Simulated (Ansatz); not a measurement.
## The polar optical mode of ZnS at 5 GPa, worked through

Method: Ansatz 0.2.0, DFT LDA, scalar-relativistic, plane waves, PAW. Settings: 420 eV plane-wave cutoff, Γ-centred 10×10×10 mesh, fixed occupations. No spin polarisation. Phonons by linear response, acoustic sum rule imposed.

The cell, relaxed at 5 GPa:
```cif
data_structure
_symmetry_space_group_name_H-M 'P 1'
_symmetry_Int_Tables_number 1
_cell_length_a 3.6816
_cell_length_b 3.6816
_cell_length_c 3.6816
_cell_angle_alpha 60.000
_cell_angle_beta 60.000
_cell_angle_gamma 60.000
_cell_volume 35.29
loop_
_atom_site_label
_atom_site_type_symbol
_atom_site_fract_x
_atom_site_fract_y
_atom_site_fract_z
_atom_site_occupancy
Zn1 Zn 0.00000 0.00000 0.00000 1
S1 S 0.75000 0.75000 0.75000 1
```

Linear response gives ν_TO = 317.6 cm⁻¹, Born charges ±1.829 e (positive on Zn) and ε∞ = 6.181. The primitive cell holds 35.286 Å³, and the masses are 65.380 and 32.060 amu.

Question: Find ν_LO and the static dielectric constant.

Answer: The long-wave field adds a restoring force: ω_LO² − ω_TO² = Z*²e²/(ε_vac ε∞ μV). In these units ν_LO² − ν_TO² = 4.92064×10⁷ Z*²/(μ V ε∞) cm⁻², with μ = m₁m₂/(m₁ + m₂) = 21.512 amu: 35097 cm⁻². So ν_LO = √(317.6² + 35097) = 368.7 cm⁻¹, and the run gives 368.7. Lyddane–Sachs–Teller then gives ε0 = ε∞ (ν_LO/ν_TO)² = 8.33, against 8.33 in the run (it forms both from the same three quantities, so the match checks the arithmetic only). Between ν_TO and ν_LO the dielectric function is negative and an undamped crystal reflects fully: a reststrahlen band from 27.1 to 31.5 μm.

Question: What do the Clausius–Mossotti polarisability and the Szigeti charge come to?

Answer: With the Lorentz local field, α = (3V/4π)(ε∞ − 1)/(ε∞ + 2) = 5.34 Å³ for the pair, and e_S = 3Z*/(ε∞ + 2) = 0.67 e. The Born charge includes the electrons' response to the dipole's own local field, and e_S takes that enhancement out. The Lorentz field assumes point-like polarisable ions, a poor picture once ε∞ is this large, since the electron clouds then overlap or are shared, so both numbers are formal here.

Question: How strongly does a slow electron couple to the LO mode?

Answer: For one isotropic parabolic band, Fröhlich's constant is α_F = (1/ε∞ − 1/ε0) √(m* Ry/ħω_LO), with Ry = 13.606 eV, ħω_LO = 45.7 meV and m* in free-electron masses: α_F = 0.0418 × 17.25 × √m* = 0.72 √m*. The band mass isn't part of this run; for m* = 0.1, 0.3 and 1 it gives 0.23, 0.39, 0.72. In weak coupling the polaron lies α_F ħω_LO below the band edge (18 meV at m* = 0.3) with a mass m*(1 + α_F/6); past α_F of about 5 or 6 that expansion fails. A semilocal functional's ε∞ tends to be too large, which taken alone lowers α_F.

Cost: 1 run of about 1.2 core-minutes, on Arm Neoverse V1 (shared hosts).

At 5 GPa, ZnS is a moderately polar semiconductor whose dielectric response is mainly electronic: ε∞ is 6.181 out of a static value of 8.33. The Zn–S bond is polar-covalent, with the filled sulphur p states mixing with empty zinc s and p states. Moving the sublattices therefore shifts charge along the bonds as well as carrying the ions, so the Born charge of 1.829 e measures this dynamic response and is not a static ionic charge. The same easily polarised valence electrons screen the long-range field, which keeps the rise from 317.6 to 368.7 cm⁻¹ modest and leaves only a small lattice share of the screening to dress a slow carrier. For a light conduction-band electron this suggests a large, mobile polaron rather than a self-trapped one.

An error in ε∞ would act unevenly: it shifts ν_LO through the screening of the field, but adds directly to ε0, whose lattice part depends on the Born charge, the TO frequency and the volume. A single pressure can't show how far compression has changed the polarity or the splitting.
